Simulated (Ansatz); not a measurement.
# Ti: the cost of one run

Computed with Ansatz 0.2.0 (DFT PBE, scalar-relativistic, plane waves, PAW, unless a step names another level, unless a step's input says otherwise).

1 further run of the same task is left out (it didn't finish). Runs told in other sessions of the task aren't counted.

## (1) The structure to begin with

The structure is cubic, space group Fm-3m (No. 225). The conventional cell has a = 4.112 Å, b = 4.112 Å, c = 4.112 Å, α = 90.00°, β = 90.00°, γ = 90.00°. Around Ti (site symmetry m-3m) lie 12 Ti at 2.91 Å.

Coordinates:

```
CELL_PARAMETERS angstrom
-1.45408 1.45408 2.05531
1.45408 -1.45408 2.05531
1.45408 1.45408 -2.05531
ATOMIC_POSITIONS crystal
Ti 0.50000 0.50000 0.00000
```

It is the end of an earlier relaxation with the same method, from a distorted copy of a database structure. At a tolerance of 0.05 Å it has space group Fm-3m (No. 225); it has 17.38 Å³/atom, an uncorrected energy of +0.06 eV/atom over the standard state.

## (2) Static run: bands, density of states and charges

The input, input.yaml:

```yaml
crystal:
  lattice:
    - [-1.4540753205, 1.4540753205, 2.0553093517]
    - [1.4540753205, -1.4540753205, 2.0553093517]
    - [1.4540753205, 1.4540753205, -2.0553093517]
  atoms:
    - { symbol: Ti, position: [0.5, 0.5, 0.0] }
basis:
  ecutwfc: 420
kpoints:
  mp_grid: { grid: [26, 26, 26] }
  band_path:
    path:
      - [[0.0, 0.0, 0.0], [0.0, 0.0, 0.5], [0.25, 0.25, 0.25], [0.0, 0.5, 0.0], [0.0, 0.0, 0.0], [0.5, 0.5, -0.5], [0.37512942, 0.62487058, -0.37512942]]
      - [[-0.37512942, 0.37512942, 0.37512942], [0.0, 0.0, 0.0]]
      - [[0.0, 0.0, 0.5], [-0.25025883, 0.25025883, 0.5]]
      - [[0.5, 0.5, -0.25025883], [0.5, 0.5, -0.5]]
    npoints: 14
hamiltonian:
  xc: pbe
scf:
  occupations: { method: gaussian, width: 0.1 }
  n_extra_bands: 6
output:
  forces: true
  stress: true
  eigenvalues: true
  populations: true
  dos: { projected: true, de: 0.02, nscf_kmesh: { grid: [32, 32, 32] } }
  bader: true
  write_density: true
  write_potential: true
  elf: true
  volumetric_format: npy
```

Launch:

```console
ansatz run input.yaml --threads 1 --pin off --max-ram 2560MiB --backend cpu --events-out ev --progress --plain --runs-dir out
```

Q: Estimate wall time and peak memory on 1 thread of Intel Xeon at 2.50GHz (Skylake/Cascade Lake), shared host.

About 70 s, with a peak of 0.65 GiB.
